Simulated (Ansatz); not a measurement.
## CuI: levels with and without spin–orbit coupling

```
Cu I
1.0
     0.00000    3.03150    3.03150
     3.03150    0.00000    3.03150
     3.03150    3.03150    0.00000
Cu I
1 1
Direct
  0.75000 0.75000 0.75000
  0.00000 0.00000 0.00000
```

Atom numbers follow the list: Cu1, I2.

The cell is COD entry 9004456, as deposited and not checked against the literature; nothing was relaxed. It differs from other determinations.

Levels of theory: DFT, PBE, all-electron LAPW, scalar-relativistic (Ansatz 0.2.0); DFT, PBE, all-electron LAPW, Dirac equation with spin-orbit coupling (Ansatz 0.2.0).

Sampling and basis: a Γ-centred 9×9×9 k mesh, Fermi–Dirac smearing of 0.03 eV, basis error target 1 meV/atom, no spin polarisation.

Levels between -6 and 4 eV, each run counted from its own valence-band top. Scalar levels are listed once for both spins; with the coupling every spinor state is counted. Levels near the edges of the range can cross them.

**Question.** At Γ (0.000, 0.000, 0.000) the scalar-relativistic levels are -3.65 (×3), -1.85 (×2), 0.00 (×3), 1.12. What are they with spin–orbit coupling?

**Answer.** -4.24 (×2), -3.66 (×4), -2.01 (×4), -0.43 (×2), 0.00 (×4), 0.97 (×2).

**Question.** At X (-0.500, -0.500, 0.000) the scalar-relativistic levels are -5.59, -3.76 (×2), -1.87, -1.79, -1.76, -1.49 (×2), 2.71, 2.90. What are they with spin–orbit coupling?

**Answer.** -5.83 (×2), -4.16 (×2), -3.68 (×2), -2.11 (×2), -1.99 (×2), -1.86 (×2), -1.69 (×2), -1.56 (×2), 2.55 (×2), 2.74 (×2).

**Question.** At K (-0.375, 0.000, 0.375) the scalar-relativistic levels are -5.28, -4.41, -3.70, -1.97, -1.82, -1.71, -1.50, -1.24, 3.09. What are they with spin–orbit coupling?

**Answer.** -5.66, -5.42, -4.76, -4.45, -3.81, -3.80, -2.26, -2.12, -2.01, -1.91, -1.88, -1.81, -1.75, -1.58, -1.42, -1.34, 2.92, 2.94.

**Question.** Without the coupling the gap is 1.12 eV, direct at Γ. And with it?

**Answer.** 0.97 eV, direct at Γ.
